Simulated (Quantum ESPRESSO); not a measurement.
Wanted: the native input for a Quantum ESPRESSO 7.5 run.

| Property | Result |
| --- | --- |
| Task | band structure |
| Functional | PBE |
| Potentials or basis | PseudoDojo 0.5 SR PBE standard |
| Cutoff | 1143 eV |
| Density cutoff | 4572 eV |
| k mesh | 11 × 11 × 6 |
| Occupations | fermi-dirac, width 0.05 eV |
| Spin | no spin polarisation |
| Mixing beta | 0.5 |
| Most SCF iterations | 120 |
| SCF threshold | 4e-10 Ry |

Crystal: Ru.

```
Ru
1.0
     2.70580    0.00000    0.00000
    -1.35290    2.34329    0.00000
     0.00000    0.00000    4.28190
Ru
2
Direct
  0.66667 0.33333 0.75000
  0.33333 0.66667 0.25000
```

These files were run (other wordings do the same):

pw.in

```
&CONTROL
  calculation = 'scf'
  prefix = 'pwscf'
  outdir = './tmp'
  pseudo_dir = './pseudo'
  tprnfor = .true.
  tstress = .true.
  disk_io = 'low'
/
&SYSTEM
  ibrav = 0
  celldm(1) = 8
  nat = 2
  ntyp = 1
  ecutwfc = 84
  nbnd = 24
  occupations = 'smearing'
  smearing = 'fd'
  degauss = 0.00367493
/
&ELECTRONS
  conv_thr = 4d-10
  electron_maxstep = 120
  mixing_beta = 0.5
/
ATOMIC_SPECIES
Ru   101.0700 Ru.upf
CELL_PARAMETERS alat
  0.6391526185016   0.0000000000000   0.0000000000000
 -0.3195763092508   0.5535224045272   0.0000000000000
  0.0000000000000   0.0000000000000   1.0114522866294
ATOMIC_POSITIONS crystal
Ru     0.6666666667    0.3333333333    0.7500000000
Ru     0.3333333333    0.6666666667    0.2500000000
K_POINTS automatic
11 11 6 0 0 0
```

pp_density.in

```
&INPUTPP
  prefix = 'pwscf'
  outdir = './tmp'
  filplot = 'density.dat'
  plot_num = 0
/
&PLOT
  nfile = 1
  filepp(1) = 'density.dat'
  iflag = 3
  output_format = 6
  fileout = 'density.cube'
/
```

pp_potential.in

```
&INPUTPP
  prefix = 'pwscf'
  outdir = './tmp'
  filplot = 'potential.dat'
  plot_num = 11
/
&PLOT
  nfile = 1
  filepp(1) = 'potential.dat'
  iflag = 3
  output_format = 6
  fileout = 'potential.cube'
/
```

pp_elf.in

```
&INPUTPP
  prefix = 'pwscf'
  outdir = './tmp'
  filplot = 'elf.dat'
  plot_num = 8
/
&PLOT
  nfile = 1
  filepp(1) = 'elf.dat'
  iflag = 3
  output_format = 6
  fileout = 'elf.cube'
/
```

bands.in

```
&CONTROL
  calculation = 'bands'
  prefix = 'pwscf'
  outdir = './tmp'
  pseudo_dir = './pseudo'
  disk_io = 'low'
  verbosity = 'high'
/
&SYSTEM
  ibrav = 0
  celldm(1) = 8
  nat = 2
  ntyp = 1
  ecutwfc = 84
  nbnd = 24
  occupations = 'smearing'
  smearing = 'fd'
  degauss = 0.00367493
/
&ELECTRONS
  conv_thr = 1d-08
  electron_maxstep = 120
  mixing_beta = 0.5
  diago_full_acc = .true.
  startingwfc = 'random'
/
ATOMIC_SPECIES
Ru   101.0700 Ru.upf
CELL_PARAMETERS alat
  0.6391526185016   0.0000000000000   0.0000000000000
 -0.3195763092508   0.5535224045272   0.0000000000000
  0.0000000000000   0.0000000000000   1.0114522866294
ATOMIC_POSITIONS crystal
Ru     0.6666666667    0.3333333333    0.7500000000
Ru     0.3333333333    0.6666666667    0.2500000000
K_POINTS crystal
60
 0.0000000000  0.0000000000  0.0000000000 1
 0.0714285714  0.0000000000  0.0000000000 1
 0.1428571429  0.0000000000  0.0000000000 1
 0.2142857143  0.0000000000  0.0000000000 1
 0.2857142857  0.0000000000  0.0000000000 1
 0.3571428571  0.0000000000  0.0000000000 1
 0.4285714286  0.0000000000  0.0000000000 1
 0.5000000000  0.0000000000  0.0000000000 1
 0.4583333333  0.0833333333  0.0000000000 1
 0.4166666667  0.1666666667  0.0000000000 1
 0.3750000000  0.2500000000  0.0000000000 1
 0.3333333333  0.3333333333  0.0000000000 1
 0.2962962963  0.2962962963  0.0000000000 1
 0.2592592593  0.2592592593  0.0000000000 1
 0.2222222222  0.2222222222  0.0000000000 1
 0.1851851852  0.1851851852  0.0000000000 1
 0.1481481481  0.1481481481  0.0000000000 1
 0.1111111111  0.1111111111  0.0000000000 1
 0.0740740741  0.0740740741  0.0000000000 1
 0.0370370370  0.0370370370  0.0000000000 1
 0.0000000000  0.0000000000  0.0000000000 1
 0.0000000000  0.0000000000  0.1250000000 1
 0.0000000000  0.0000000000  0.2500000000 1
 0.0000000000  0.0000000000  0.3750000000 1
 0.0000000000  0.0000000000  0.5000000000 1
 0.0625000000  0.0000000000  0.5000000000 1
 0.1250000000  0.0000000000  0.5000000000 1
 0.1875000000  0.0000000000  0.5000000000 1
 0.2500000000  0.0000000000  0.5000000000 1
 0.3125000000  0.0000000000  0.5000000000 1
 0.3750000000  0.0000000000  0.5000000000 1
 0.4375000000  0.0000000000  0.5000000000 1
 0.5000000000  0.0000000000  0.5000000000 1
 0.4666666667  0.0666666667  0.5000000000 1
 0.4333333333  0.1333333333  0.5000000000 1
 0.4000000000  0.2000000000  0.5000000000 1
 0.3666666667  0.2666666667  0.5000000000 1
 0.3333333333  0.3333333333  0.5000000000 1
 0.3030303030  0.3030303030  0.5000000000 1
 0.2727272727  0.2727272727  0.5000000000 1
 0.2424242424  0.2424242424  0.5000000000 1
 0.2121212121  0.2121212121  0.5000000000 1
 0.1818181818  0.1818181818  0.5000000000 1
 0.1515151515  0.1515151515  0.5000000000 1
 0.1212121212  0.1212121212  0.5000000000 1
 0.0909090909  0.0909090909  0.5000000000 1
 0.0606060606  0.0606060606  0.5000000000 1
 0.0303030303  0.0303030303  0.5000000000 1
 0.0000000000  0.0000000000  0.5000000000 1
 0.5000000000  0.0000000000  0.5000000000 1
 0.5000000000  0.0000000000  0.4000000000 1
 0.5000000000  0.0000000000  0.3000000000 1
 0.5000000000  0.0000000000  0.2000000000 1
 0.5000000000  0.0000000000  0.1000000000 1
 0.5000000000  0.0000000000  0.0000000000 1
 0.3333333333  0.3333333333  0.0000000000 1
 0.3333333333  0.3333333333  0.1250000000 1
 0.3333333333  0.3333333333  0.2500000000 1
 0.3333333333  0.3333333333  0.3750000000 1
 0.3333333333  0.3333333333  0.5000000000 1
```

Potentials or basis: PseudoDojo 0.5 SR PBE standard.

Command:

```console
$ OMP_NUM_THREADS=1 pw.x -in pw.in > pw.out
$ OMP_NUM_THREADS=1 pp.x -in pp_density.in > pp_density.out
$ OMP_NUM_THREADS=1 pp.x -in pp_potential.in > pp_potential.out
$ OMP_NUM_THREADS=1 pp.x -in pp_elf.in > pp_elf.out
$ OMP_NUM_THREADS=1 pw.x -in bands.in > bands.out
```

It gave:

```json
{
  "Pressure": "5.1 GPa",
  "Band gap on the k mesh": "none (metal or under the smearing width)"
}
```

It took 78 s on 1 thread of Arm Neoverse V1 (shared host), peak memory 0.1 GiB.
